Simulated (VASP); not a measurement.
# CsPbCl3 (Pm-3m) in VASP: a series of runs

Runs on CsPbCl3. Level: PBEsol. Tasks: single point.

Everything below comes from runs of VASP 6.6.1. Logs are shortened: lines on timing, memory, paths and dates and some standing lists are left out, and cuts for length are marked.

### 1 Starting point

The structure is cubic, space group Pm-3m (No. 221). Conventional cell: a = 5.529 Å, b = 5.529 Å, c = 5.529 Å, α = 90.00°, β = 90.00°, γ = 90.00°. Pb (site symmetry m-3m) has 6 Cl at 2.76 Å as nearest neighbours. Cs (site symmetry m-3m) is surrounded by 12 Cl at 3.91 Å. Cl (site symmetry 4/mmm) is surrounded by 2 Pb at 2.76 Å.

### 2 Single point, PBEsol

The input, INCAR:

```
PREC = Accurate ; ENCUT = 520
EDIFF = 1E-6 ; ISMEAR = -1
SIGMA = 0.05 ; LREAL = False
LASPH = True ; NELM = 100
ALGO = Normal ; ISIF = 2
LWAVE = False ; LCHARG = True
GGA = PS ; LELF = True
LVHAR = True ; NBANDS = 30
```

The input, KPOINTS:

```
regular mesh
0
Gamma
  5 5 5
```

The input, POSCAR:

```
CsPbCl3
1.0
    5.5292474706      0.0000000000      0.0000000000
    0.0000000000      5.5292474706      0.0000000000
    0.0000000000      0.0000000000      5.5292474706
Pb Cs Cl
1 1 3
Direct
    0.5000000000      0.5000000000      0.5000000000
    0.0000000000      0.0000000000      0.0000000000
    0.5000000000      0.0000000000      0.5000000000
    0.0000000000      0.5000000000      0.5000000000
    0.5000000000      0.5000000000      0.0000000000
```

Potentials or basis: VASP PAW PBE potentials, release 64 (Pb_d, Cs_sv, Cl).

Launch:

```console
$ cat potpaw_PBE.64/Pb_d/POTCAR potpaw_PBE.64/Cs_sv/POTCAR potpaw_PBE.64/Cl/POTCAR > POTCAR
$ mpirun -np 1 vasp_std > vasp.out
```

OUTCAR:

```text
PREC = Accurate
   ENCUT = 520
   EDIFF = 1E-6
   ISMEAR = -1
   LREAL = False
   LASPH = True
   NELM = 100
   ISIF = 2
   GGA = PS

 ion  position               nearest neighbor table
   1  0.500  0.500  0.500-   3 2.76   4 2.76   5 2.76   5 2.76   3 2.76   4 2.76
   2  0.000  0.000  0.000-
   3  0.500  0.000  0.500-   1 2.76   1 2.76
   4  0.000  0.500  0.500-   1 2.76   1 2.76
   5  0.500  0.500  0.000-   1 2.76   1 2.76

  LATTYP: Found a simple cubic cell.
 ALAT       =     5.5292474706

  Lattice vectors:

 A1 = (   5.5292474706,   0.0000000000,   0.0000000000)
 A2 = (   0.0000000000,   5.5292474706,   0.0000000000)
 A3 = (   0.0000000000,   0.0000000000,   5.5292474706)

Analysis of symmetry for initial positions (statically):
=====================================================================
 Subroutine PRICEL returns:
 Original cell was already a primitive cell.

 Routine SETGRP: Setting up the symmetry group for a
 simple cubic supercell.

 Subroutine GETGRP returns: Found 48 space group operations
 (whereof 48 operations were pure point group operations)
 out of a pool of 48 trial point group operations.

The static configuration has the point symmetry O_h .

Analysis of symmetry for dynamics (positions and initial velocities):
=====================================================================
 Subroutine PRICEL returns:
 Original cell was already a primitive cell.

 Routine SETGRP: Setting up the symmetry group for a
 simple cubic supercell.

 Subroutine GETGRP returns: Found 48 space group operations
 (whereof 48 operations were pure point group operations)
 out of a pool of 48 trial point group operations.

The dynamic configuration has the point symmetry O_h .

 Subroutine INISYM returns: Found 48 space group operations
 (whereof 48 operations are pure point group operations),
 and found     1 'primitive' translations

----------------------------------------------------------------------------------------

                                     Primitive cell

  volume of cell :     169.0433

  direct lattice vectors                    reciprocal lattice vectors
     5.529247471  0.000000000  0.000000000     0.180856438  0.000000000  0.000000000
     0.000000000  5.529247471  0.000000000     0.000000000  0.180856438  0.000000000
[... 75 lines left out ...]
   NELM   =    100;   NELMIN=  2; NELMDL= -5     # of ELM steps
   EDIFF  = 0.1E-05   stopping-criterion for ELM
   LREAL  =      F    real-space projection
   EDIFFG = 0.1E-04   stopping-criterion for IOM
   NSW    =      0    number of steps for IOM
   IBRION =     -1    ionic relax: 0-MD 1-quasi-New 2-CG
   NFREE  =      0    steps in history (QN), initial steepest desc. (CG)
   ISIF   =      2    stress and relaxation
   ISYM   =      2    0-nonsym 1-usesym 2-fastsym
   POTIM  = 0.5000    time-step for ionic-motion
   TEBEG  =    0.0;   TEEND  =   0.0 temperature during run
   PSTRESS=    0.0 pullay stress
   NELECT =      44.0000    total number of electrons
   NUPDOWN=      -1.0000    fix difference up-down
   EMIN   =  10.00;   EMAX   =-10.00  energy-range for DOS
   EFERMI =   0.00;   METHOD = LEGACY
   ISMEAR =    -1;   SIGMA  =   0.05  broadening in eV -4-tet -1-fermi 0-gaus
   EFERMI_NEDOS =   21; number of points for ismear=-14 and -15
   IALGO  =     38    algorithm
   IMIX   =      4    mixing-type and parameters
     AMIX     =   0.40;   BMIX     =  1.00
     AMIX_MAG =   1.60;   BMIX_MAG =  1.00
  volume/ion in A,a.u.               =      33.81       228.15
  Fermi-wavevector in a.u.,A,eV,Ry     =   1.045265  1.975264 14.865435  1.092579
  Thomas-Fermi vector in A             =   2.180053
   LORBIT       =      0    0 simple, 1 ext, 2 COOP (PROOUT), +10 PAW based schemes
   GGA     = PS    functional components
   LHFCALC =     F    Hartree Fock is set to
   AEXX    =    0.0000 exact exchange contribution
   IVDW    =     0    specifies the selected vdW correction
   LEPSILON=     F    determine dielectric tensor
   LRPA    =     F    only Hartree local field effects (RPA)
 non-spin polarized calculation
  energy-cutoff  :      520.00
  volume of cell :      169.04
 maximum number of plane-waves:      4597
 NGX is ok and might be reduce to    42
   NGX = 21   NGY = 21   NGZ = 21

 number of electron      43.9999979 magnetization

 Free energy of the ion-electron system (eV)
  ---------------------------------------------------
  ext. energy  EPLUGINS =         0.00000000
  ---------------------------------------------------
  free energy    TOTEN  =       -18.35844389 eV

  energy without entropy =      -18.35844389  energy(sigma->0) =      -18.35844389

 E-fermi :   2.6336     XC(G=0):  -8.1951

 val. band max:        1.5577129119   @ k =   0.4000   0.4000   0.4000
 cond. band min:       4.3223557664   @ k =   0.4000   0.4000   0.4000
 fundamental gap:      2.7646428545
 Fermi energy:         2.6335568642

 k-point     1 :       0.0000    0.0000    0.0000
  band No.  band energies     occupation
      1     -19.3238      2.00000
      2     -14.7515      2.00000
      3     -14.7515      2.00000
      4     -14.4250      2.00000
      5     -14.4250      2.00000
      6     -14.4250      2.00000
[... 319 lines left out ...]
     29       7.6700      0.00000
     30       8.6048      0.00000

------------------------ aborting loop because EDIFF is reached ----------------------------------------

  FORCE on cell =-STRESS in cart. coord.  units (eV):
  Direction    XX          YY          ZZ          XY          YZ          ZX
  --------------------------------------------------------------------------------------
  -------------------------------------------------------------------------------------
  Total        1.3273045      1.3273045      1.3273045     -0.0000000     -0.0000000     -0.0000000
  in kB       12.5800699     12.5800699     12.5800699     -0.0000000     -0.0000000     -0.0000000
  external PRESSURE =      12.5800699 kB  Pullay stress =       0.0000000 kB

 VOLUME and BASIS-vectors are now :
 -----------------------------------------------------------------------------
  energy-cutoff  :      520.00
  volume of cell :      169.04
      direct lattice vectors                 reciprocal lattice vectors
     5.529247471  0.000000000  0.000000000     0.180856438  0.000000000  0.000000000
     0.000000000  5.529247471  0.000000000     0.000000000  0.180856438  0.000000000
     0.000000000  0.000000000  5.529247471     0.000000000  0.000000000  0.180856438

 POSITION                                       TOTAL-FORCE (eV/Angst)
 -----------------------------------------------------------------------------------
      2.76462      2.76462      2.76462         0.000000      0.000000      0.000000
      0.00000      0.00000      0.00000         0.000000      0.000000      0.000000
      2.76462      0.00000      2.76462         0.000000      0.000000      0.000000
      0.00000      2.76462      2.76462         0.000000      0.000000      0.000000
      2.76462      2.76462      0.00000         0.000000      0.000000      0.000000
 -----------------------------------------------------------------------------------
    total drift:                                0.000000     -0.000000     -0.000000

  FREE ENERGIE OF THE ION-ELECTRON SYSTEM (eV)
  ---------------------------------------------------
  free  energy   TOTEN  =       -18.3584438873 eV

  energy  without entropy=      -18.3584438873  energy(sigma->0) =      -18.35844389
```

It took 24 s on 1 thread of Intel Xeon 6975P-C (Granite Rapids), shared host; peak memory 0.27 GiB.

What came out:

```
Free energy            : -18.3584 eV
Pressure               : 1.3 GPa
Band gap on the k mesh : 2.76 eV, direct
```

Caveat: the PAW data sets were made with another functional, which shifts forces and pressure a little; spin-orbit coupling is left out, which as a rule narrows the gap of such compounds by several tenths of an eV; an odd mesh through Γ misses points on the zone boundary, where band edges often lie.

### 3 Single point, PBEsol

This run uses another cell than the first one, of 35.92 Å³/atom, 1.063 times its volume.

The input, INCAR:

```
PREC = Accurate ; ENCUT = 520
EDIFF = 1E-6 ; ISMEAR = -1
SIGMA = 0.05 ; LREAL = F
LASPH = T ; NELM = 100
ALGO = Fast ; ISIF = 2
LWAVE = F ; LCHARG = T
GGA = PS ; LELF = T
LVHAR = T ; NBANDS = 30
```

KPOINTS is that of step 2.

Edit POSCAR of step 2 so:

```diff
@@ -2,5 +2,5 @@
 1.0
-    5.5292474706      0.0000000000      0.0000000000
-    0.0000000000      5.5292474706      0.0000000000
-    0.0000000000      0.0000000000      5.5292474706
+    5.6421202871      0.0000000000      0.0000000000
+    0.0000000000      5.6421202871      0.0000000000
+    0.0000000000      0.0000000000      5.6421202871
 Pb Cs Cl
```

Potentials or basis: VASP PAW PBE potentials, release 64 (Pb_d, Cs_sv, Cl).

Launch:

```console
$ cat potpaw_PBE.64/Pb_d/POTCAR potpaw_PBE.64/Cs_sv/POTCAR potpaw_PBE.64/Cl/POTCAR > POTCAR
$ mpirun -np 1 vasp_std > vasp.out
```

It took 28 s on 1 thread of Intel Xeon 6975P-C (Granite Rapids), shared host; peak memory 0.28 GiB.

It converged, with:

```
Free energy            : -18.3880 eV
Pressure               : -0.4 GPa
Band gap on the k mesh : 2.90 eV, direct
```

Levels at points of the mesh, in eV from the valence-band top:
| k point | band 18 | band 19 | band 20 | band 21 | band 22 | band 23 | band 24 | band 25 | band 26 | band 27 |
| --- | --- | --- | --- | --- | --- | --- | --- | --- | --- | --- |
| (0.00, 0.00, 0.00) | -1.89 | -1.89 | -1.79 | -1.79 | -1.79 | 3.90 | 4.94 | 4.94 | 5.83 | 5.83 |

Caveat: the PAW data sets were made with another functional, which shifts forces and pressure a little; spin-orbit coupling is left out, which as a rule narrows the gap of such compounds by several tenths of an eV; an odd mesh through Γ misses points on the zone boundary, where band edges often lie.
